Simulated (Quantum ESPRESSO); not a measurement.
# V (P6_3/mmc) in Quantum ESPRESSO: reference runs

How does V come out in PBEsol? The cell is run as given and disturbed.

Program: Quantum ESPRESSO 7.5. These are calculated values, not measurements. Logs are shortened: lines on timing, memory, paths and dates and some standing lists are left out, and cuts for length are marked.

## Step 1: The structure

The structure is hexagonal, space group P6_3/mmc (No. 194). The conventional cell has a = 2.604 Å, b = 2.604 Å, c = 4.723 Å, α = 90.00°, β = 90.00°, γ = 120.00°. V (site symmetry -6m2) is surrounded by 12 V at 2.60 to 2.80 Å.

This isn't the form of V at room conditions, which is bcc.

## Step 2: Single point, PBEsol, collinear spin, ferromagnetic start

Input file pw.in:

```
&CONTROL
  calculation = 'scf'
  prefix = 'pwscf'
  outdir = './tmp'
  pseudo_dir = './pseudo'
  tprnfor = .true.
  tstress = .true.
  disk_io = 'low'
/
&SYSTEM
  ibrav = 0
  celldm(1) = 8
  nat = 2
  ntyp = 1
  ecutwfc = 45
  ecutrho = 360
  nbnd = 23
  occupations = 'smearing'
  smearing = 'fd'
  degauss = 0.00367493
  nspin = 2
  starting_magnetization(1) = 0.1538
/
&ELECTRONS
  conv_thr = 4d-10
  electron_maxstep = 120
  mixing_beta = 0.3
/
ATOMIC_SPECIES
V     50.9415 v_pbesol_v1.4.uspp.F.UPF
CELL_PARAMETERS alat
  0.6151753252601   0.0000000000000   0.0000000000000
 -0.3075876626183   0.5327574594415   0.0000000000000
  0.0000000000000   0.0000000000000   1.1157264293232
ATOMIC_POSITIONS crystal
V      0.3333333333    0.6666666667    0.2500000000
V      0.6666666667    0.3333333333    0.7500000000
K_POINTS automatic
12 12 6 0 0 0
```

Input file pp_density.in:

```
&INPUTPP
  prefix = 'pwscf'
  outdir = './tmp'
  filplot = 'density.dat'
  plot_num = 0
/
&PLOT
  nfile = 1
  filepp(1) = 'density.dat'
  iflag = 3
  output_format = 6
  fileout = 'density.cube'
/
```

Input file pp_potential.in:

```
&INPUTPP
  prefix = 'pwscf'
  outdir = './tmp'
  filplot = 'potential.dat'
  plot_num = 11
/
&PLOT
  nfile = 1
  filepp(1) = 'potential.dat'
  iflag = 3
  output_format = 6
  fileout = 'potential.cube'
/
```

Input file pp_spin.in:

```
&INPUTPP
  prefix = 'pwscf'
  outdir = './tmp'
  filplot = 'spin.dat'
  plot_num = 6
/
&PLOT
  nfile = 1
  filepp(1) = 'spin.dat'
  iflag = 3
  output_format = 6
  fileout = 'spin.cube'
/
```

Potentials or basis: GBRV 1.5 PBEsol.

Launch:

```bash
$ OMP_NUM_THREADS=1 mpirun -n 2 pw.x -nk 2 -in pw.in > pw.out
$ OMP_NUM_THREADS=1 mpirun -n 1 pp.x -in pp_density.in > pp_density.out
$ OMP_NUM_THREADS=1 mpirun -n 1 pp.x -in pp_potential.in > pp_potential.out
$ OMP_NUM_THREADS=1 mpirun -n 1 pp.x -in pp_spin.in > pp_spin.out
```

pw.out:

```text
This program is part of the open-source Quantum ESPRESSO suite
     for quantum simulation of materials; please cite
         "P. Giannozzi et al., J. Phys.:Condens. Matter 21 395502 (2009);
         "P. Giannozzi et al., J. Phys.:Condens. Matter 29 465901 (2017);
         "P. Giannozzi et al., J. Chem. Phys. 152 154105 (2020);
     in publications or presentations arising from this work. More details at

     Message from routine setup:
     using ibrav=0 with symmetry is DISCOURAGED, use correct ibrav instead

     K-points division:     npool     =       2
     Subspace diagonalization in iterative solution of the eigenvalue problem:
     a serial algorithm will be used

     G-vector sticks info
     --------------------
     sticks:   dense  smooth     PW     G-vecs:    dense   smooth      PW
     Sum         595     301     91                21551     7671    1371

     Using Slab Decomposition

     bravais-lattice index     =            0
     lattice parameter (alat)  =       8.0000  a.u.
     unit-cell volume          =     187.2217 (a.u.)^3
     number of atoms/cell      =            2
     number of atomic types    =            1
     number of electrons       =        26.00
     number of Kohn-Sham states=           23
     kinetic-energy cutoff     =      45.0000  Ry
     charge density cutoff     =     360.0000  Ry
     scf convergence threshold =      4.0E-10
     mixing beta               =       0.3000
     number of iterations used =            8  plain     mixing
     Exchange-correlation= SLA  PW   PSX  PSC
                           (   1   4  10   8   0   0   0)

     celldm(1)=   8.000000  celldm(2)=   0.000000  celldm(3)=   0.000000
     celldm(4)=   0.000000  celldm(5)=   0.000000  celldm(6)=   0.000000

     crystal axes: (cart. coord. in units of alat)
               a(1) = (   0.615175   0.000000   0.000000 )
               a(2) = (  -0.307588   0.532757   0.000000 )
               a(3) = (   0.000000   0.000000   1.115726 )

     reciprocal axes: (cart. coord. in units 2 pi/alat)
               b(1) = (  1.625553  0.938513 -0.000000 )
               b(2) = (  0.000000  1.877027  0.000000 )
               b(3) = (  0.000000 -0.000000  0.896277 )

     PseudoPot. # 1 for V  read from file:
     v_pbesol_v1.4.uspp.F.UPF
     Pseudo is Ultrasoft + core correction, Zval = 13.0
     Generated by new atomic code, or converted to UPF format
     Using radial grid of  853 points,  6 beta functions with:
                l(1) =   0
                l(2) =   0
                l(3) =   1
                l(4) =   1
                l(5) =   2
                l(6) =   2
     Q(r) pseudized with  8 coefficients,  rinner =    1.100   1.100   1.100
                                                       1.100   1.100

     atomic species   valence    mass     pseudopotential
     V                13.00    50.94150     V ( 1.00)

     Starting magnetic structure
     atomic species   magnetization
     V               0.154

     24 Sym. Ops., with inversion, found (12 have fractional translation)

   Cartesian axes

     site n.     atom                  positions (alat units)
         1        V      tau(   1) = (  -0.0000000   0.3551716   0.2789316  )
         2        V      tau(   2) = (   0.3075877   0.1775858   0.8367948  )

     number of k points=    76  Fermi-Dirac smearing, width (Ry)=  0.0037
                       cart. coord. in units 2pi/alat
        k(    1) = (   0.0000000   0.0000000   0.0000000), wk =   0.0011574
        k(    2) = (   0.0000000   0.0000000   0.1493795), wk =   0.0023148
        k(    3) = (   0.0000000   0.0000000   0.2987590), wk =   0.0023148
        k(    4) = (   0.0000000   0.0000000  -0.4481385), wk =   0.0011574
        k(    5) = (   0.0000000   0.1564189   0.0000000), wk =   0.0069444
        k(    6) = (   0.0000000   0.1564189   0.1493795), wk =   0.0138889
[... 68 lines left out ...]
        k(   75) = (   0.5418509   0.9385134   0.2987590), wk =   0.0046296
        k(   76) = (   0.5418509   0.9385134  -0.4481385), wk =   0.0023148

     Dense  grid:    21551 G-vectors     FFT dimensions: (  30,  30,  54)

     Smooth grid:     7671 G-vectors     FFT dimensions: (  24,  24,  40)

     Check: negative core charge=   -0.000004
     Generating pointlists ...
     new r_m :   0.2538 (alat units)  2.0301 (a.u.) for type    1

     Initial potential from superposition of free atoms

     starting charge      25.9977, renormalised to      26.0000

     negative rho (up, down):  7.185E-04 5.269E-04
     Starting wfcs are   20 randomized atomic wfcs +    3 random wfcs

     Self-consistent Calculation

     iteration #  1     ecut=    45.00 Ry     beta= 0.30
     Davidson diagonalization with overlap
     ethr =  1.00E-02,  avg # of iterations =  3.5

     Threshold (ethr) on eigenvalues was too large:
     Diagonalizing with lowered threshold

     Davidson diagonalization with overlap
     ethr =  6.42E-04,  avg # of iterations =  1.0

     negative rho (up, down):  6.681E-04 9.610E-04

     total energy              =    -289.87232713 Ry
     estimated scf accuracy    <       0.17100769 Ry

     total magnetization       =     2.17 Bohr mag/cell
     absolute magnetization    =     2.17 Bohr mag/cell

     iteration #  2     ecut=    45.00 Ry     beta= 0.30
     Davidson diagonalization with overlap
     ethr =  6.58E-04,  avg # of iterations =  1.6

     negative rho (up, down):  5.095E-04 1.289E-03

     total energy              =    -289.89817661 Ry
     estimated scf accuracy    <       0.03364114 Ry

     total magnetization       =     2.07 Bohr mag/cell
     absolute magnetization    =     2.07 Bohr mag/cell

     iteration #  3     ecut=    45.00 Ry     beta= 0.30
     Davidson diagonalization with overlap
     ethr =  1.29E-04,  avg # of iterations =  1.4

     negative rho (up, down):  2.598E-04 1.712E-03

     total energy              =    -289.91084280 Ry
     estimated scf accuracy    <       0.01432209 Ry
[... 97 lines left out ...]
     total magnetization       =    -0.00 Bohr mag/cell
     absolute magnetization    =     0.00 Bohr mag/cell

     iteration # 12     ecut=    45.00 Ry     beta= 0.30
     Davidson diagonalization with overlap
     ethr =  3.10E-10,  avg # of iterations =  1.8

     negative rho (up, down):  9.808E-04 9.809E-04

     total energy              =    -289.92449919 Ry
     estimated scf accuracy    <          5.0E-09 Ry

     total magnetization       =    -0.00 Bohr mag/cell
     absolute magnetization    =     0.00 Bohr mag/cell

     iteration # 13     ecut=    45.00 Ry     beta= 0.30
     Davidson diagonalization with overlap
     ethr =  1.93E-11,  avg # of iterations =  2.0

     negative rho (up, down):  9.809E-04 9.808E-04

     Magnetic moment per site  (integrated on atomic sphere of radius R)
     atom   1 (R=0.254)  charge= 11.2924  magn= -0.0001
     atom   2 (R=0.254)  charge= 11.2924  magn= -0.0001

     End of self-consistent calculation

     Number of k-points >= 100: set verbosity='high' to print the bands.

     the Fermi energy is    16.2403 ev

!    total energy              =    -289.92449920 Ry
     estimated scf accuracy    <          1.6E-10 Ry
     smearing contrib. (-TS)   =      -0.00189854 Ry
     internal energy E=F+TS    =    -289.92260067 Ry

     The total energy is F=E-TS. E is the sum of the following terms:
     one-electron contribution =     -96.22855546 Ry
     hartree contribution      =      59.79375416 Ry
     xc contribution           =     -38.85614340 Ry
     ewald contribution        =    -214.63165597 Ry

     total magnetization       =    -0.00 Bohr mag/cell
     absolute magnetization    =     0.00 Bohr mag/cell

     convergence has been achieved in  13 iterations

     negative rho (up, down):  9.809E-04 9.808E-04

     Forces acting on atoms (cartesian axes, Ry/au):

     atom    1 type  1   force =     0.00000000    0.00000000    0.00000000
     atom    2 type  1   force =    -0.00000000   -0.00000000    0.00000000

     Total force =     0.000000     Total SCF correction =     0.000000

     Computing stress (Cartesian axis) and pressure

     negative rho (up, down):  9.809E-04 9.808E-04
          total   stress  (Ry/bohr**3)                   (kbar)     P=      -74.02
  -0.00049995   0.00000000   0.00000000          -73.54        0.00        0.00
   0.00000000  -0.00049995   0.00000000            0.00      -73.54        0.00
   0.00000000   0.00000000  -0.00050969            0.00        0.00      -74.98

=------------------------------------------------------------------------------=
   JOB DONE.
=------------------------------------------------------------------------------=
```

pp_density.out:

```text
This program is part of the open-source Quantum ESPRESSO suite
     for quantum simulation of materials; please cite
         "P. Giannozzi et al., J. Phys.:Condens. Matter 21 395502 (2009);
         "P. Giannozzi et al., J. Phys.:Condens. Matter 29 465901 (2017);
         "P. Giannozzi et al., J. Chem. Phys. 152 154105 (2020);
     in publications or presentations arising from this work. More details at

     IMPORTANT: XC functional enforced from input :
     Exchange-correlation= PBESOL
                           (   1   4  10   8   0   0   0)
     Any further DFT definition will be discarded
     Please, verify this is what you really want

     G-vector sticks info
     --------------------
     sticks:   dense  smooth     PW     G-vecs:    dense   smooth      PW
     Sum         595     301     91                21551     7671    1371

     Using Slab Decomposition

     Check: negative core charge=   -0.000004

     negative rho (up, down):  9.809E-04 9.808E-04

     Calling punch_plot, plot_num =   0
     Writing data to file  density.dat
     Reading data from file  density.dat

     Writing data to be plotted to file density.cube
     Plot Type: 3D                     Output format: Gaussian cube

=------------------------------------------------------------------------------=
   JOB DONE.
=------------------------------------------------------------------------------=
```

pp_potential.out:

```text
This program is part of the open-source Quantum ESPRESSO suite
     for quantum simulation of materials; please cite
         "P. Giannozzi et al., J. Phys.:Condens. Matter 21 395502 (2009);
         "P. Giannozzi et al., J. Phys.:Condens. Matter 29 465901 (2017);
         "P. Giannozzi et al., J. Chem. Phys. 152 154105 (2020);
     in publications or presentations arising from this work. More details at

     IMPORTANT: XC functional enforced from input :
     Exchange-correlation= PBESOL
                           (   1   4  10   8   0   0   0)
     Any further DFT definition will be discarded
     Please, verify this is what you really want

     G-vector sticks info
     --------------------
     sticks:   dense  smooth     PW     G-vecs:    dense   smooth      PW
     Sum         595     301     91                21551     7671    1371

     Using Slab Decomposition

     Check: negative core charge=   -0.000004

     negative rho (up, down):  9.809E-04 9.808E-04

     Calling punch_plot, plot_num =  11
     Writing data to file  potential.dat
     Reading data from file  potential.dat

     Writing data to be plotted to file potential.cube
     Plot Type: 3D                     Output format: Gaussian cube

=------------------------------------------------------------------------------=
   JOB DONE.
=------------------------------------------------------------------------------=
```

Run time: 40 s. Hardware: 2 MPI ranks of Arm Neoverse V1, shared host; peak memory 0.22 GiB.

What came out:

```
Free energy                                           : -3944.6238 eV
Pressure                                              : -7.4 GPa
Band gap on the k mesh                                : none (metal or under the smearing width)
Net moment                                            : 0.00 μB per cell
Absolute moment                                       : 0.00 μB per cell
Valence electrons inside the program's atomic spheres : V 11.29
```

Levels at points of the mesh, in eV from the Fermi level:
Spin up:
| k point | band 10 | band 11 | band 12 | band 13 | band 14 | band 15 | band 16 | band 17 |
| --- | --- | --- | --- | --- | --- | --- | --- | --- |
| (0.00, 0.00, 0.00) | -3.44 | -0.57 | -0.24 | 0.34 | 0.34 | 0.65 | 0.65 | 1.83 |
| (0.00, 0.00, -0.50) | -5.10 | -1.02 | -1.02 | 0.37 | 0.37 | 0.37 | 0.37 | 2.50 |
| (0.00, -0.50, 0.00) | -2.86 | -2.71 | -0.37 | -0.18 | 0.31 | 0.61 | 2.96 | 3.54 |
| (0.00, -0.50, -0.50) | -3.26 | -1.80 | -1.80 | 1.62 | 1.62 | 1.65 | 1.65 | 3.60 |
Spin down:
| k point | band 9 | band 10 | band 11 | band 12 | band 13 | band 14 | band 15 | band 16 | band 17 | band 18 |
| --- | --- | --- | --- | --- | --- | --- | --- | --- | --- | --- |
| (0.00, 0.00, 0.00) | -6.87 | -3.44 | -0.57 | -0.24 | 0.34 | 0.34 | 0.65 | 0.65 | 1.83 | 1.83 |
| (0.00, 0.00, -0.50) | -5.10 | -5.10 | -1.02 | -1.02 | 0.37 | 0.37 | 0.37 | 0.37 | 2.50 | 2.50 |
| (0.00, -0.50, 0.00) | -2.94 | -2.86 | -2.71 | -0.37 | -0.18 | 0.31 | 0.61 | 2.96 | 3.54 | 3.65 |
| (0.00, -0.50, -0.50) | -3.26 | -3.26 | -1.80 | -1.80 | 1.62 | 1.62 | 1.65 | 1.65 | 3.60 | 3.60 |

## Step 3: Single point, PBEsol, collinear spin, ferromagnetic start (atoms moved at random, drawn with an rms of 0.05 Å)

Input file pw.in:

```
&CONTROL
  calculation = 'scf'
  prefix = 'pwscf'
  outdir = './tmp'
  pseudo_dir = './pseudo'
  tprnfor = .true.
  tstress = .true.
  disk_io = 'nowf'
/
&SYSTEM
  ibrav = 0
  nat = 2
  ntyp = 1
  ecutwfc = 45
  ecutrho = 360
  nbnd = 23
  occupations = 'smearing'
  smearing = 'fd'
  degauss = 0.00367493
  nspin = 2
  starting_magnetization(1) = 0.1538
/
&ELECTRONS
  conv_thr = 4d-10
  electron_maxstep = 120
  mixing_beta = 0.3
/
ATOMIC_SPECIES
V     50.9415 v_pbesol_v1.4.uspp.F.UPF
CELL_PARAMETERS angstrom
   2.6042941027    0.0000000000    0.0000000000
  -1.3021470513    2.2553848518    0.0000000000
   0.0000000000    0.0000000000    4.7233360000
ATOMIC_POSITIONS crystal
V      0.3373900000    0.6680620000    0.2482820000
V      0.6640850000    0.3352850000    0.7423180000
K_POINTS automatic
12 12 6 0 0 0
```

Potentials or basis: GBRV 1.5 PBEsol.

Launch:

```bash
$ OMP_NUM_THREADS=1 mpirun -n 2 pw.x -nk 2 -in pw.in > pw.out
```

Run time: 3.7 min. Hardware: 2 MPI ranks of Arm Neoverse V1, shared host; peak memory 0.46 GiB.

Results (log left out):

| Property | Result |
| --- | --- |
| Free energy | -3944.6203 eV |
| Pressure | -7.3 GPa |
| Largest force | 0.255 eV/Å |
| Band gap on the k mesh | none (metal or under the smearing width) |
| Net moment | 0.00 μB per cell |
| Absolute moment | 0.00 μB per cell |
| Valence electrons inside the program's atomic spheres | V 11.29 |

Forces in eV/Å, atoms in the order of the input:
```
V    0.015  0.000 -0.254
V   -0.015  0.000  0.254
```

Stress tensor (GPa, compression positive):
```
-7.27 -0.37 -0.04
-0.37 -7.33  0.00
-0.04  0.00 -7.38
```

Levels at points of the mesh, in eV from the Fermi level:
Spin up:
```csv
k point,band 11,band 12,band 13,band 14,band 15,band 16
"(0.00, 0.00, 0.00)",-0.58,-0.23,0.33,0.34,0.64,0.66
"(0.00, 0.00, -0.50)",-1.09,-0.94,0.36,0.37,0.37,0.38
"(0.00, -0.50, 0.00)",-2.72,-0.37,-0.18,0.31,0.61,2.96
"(0.00, -0.50, -0.50)",-1.85,-1.75,1.57,1.62,1.63,1.71
"(0.50, -0.50, 0.00)",-2.68,-0.43,-0.20,0.31,0.62,2.96
"(-0.50, 0.00, 0.00)",-2.74,-0.32,-0.17,0.31,0.61,2.96
"(0.50, -0.50, -0.50)",-1.84,-1.75,1.58,1.64,1.67,1.71
"(-0.50, 0.00, -0.50)",-1.85,-1.76,1.57,1.59,1.61,1.71
```
Spin down:
```
             k point  band 11  band 12  band 13  band 14  band 15  band 16
  (0.00, 0.00, 0.00)    -0.58    -0.23     0.33     0.34     0.64     0.66
 (0.00, 0.00, -0.50)    -1.09    -0.94     0.36     0.37     0.37     0.38
 (0.00, -0.50, 0.00)    -2.72    -0.37    -0.18     0.31     0.61     2.96
(0.00, -0.50, -0.50)    -1.85    -1.75     1.57     1.62     1.63     1.71
 (0.50, -0.50, 0.00)    -2.68    -0.43    -0.20     0.31     0.62     2.96
 (-0.50, 0.00, 0.00)    -2.74    -0.32    -0.17     0.31     0.61     2.96
(0.50, -0.50, -0.50)    -1.84    -1.75     1.58     1.64     1.67     1.71
(-0.50, 0.00, -0.50)    -1.85    -1.76     1.57     1.59     1.61     1.71
```
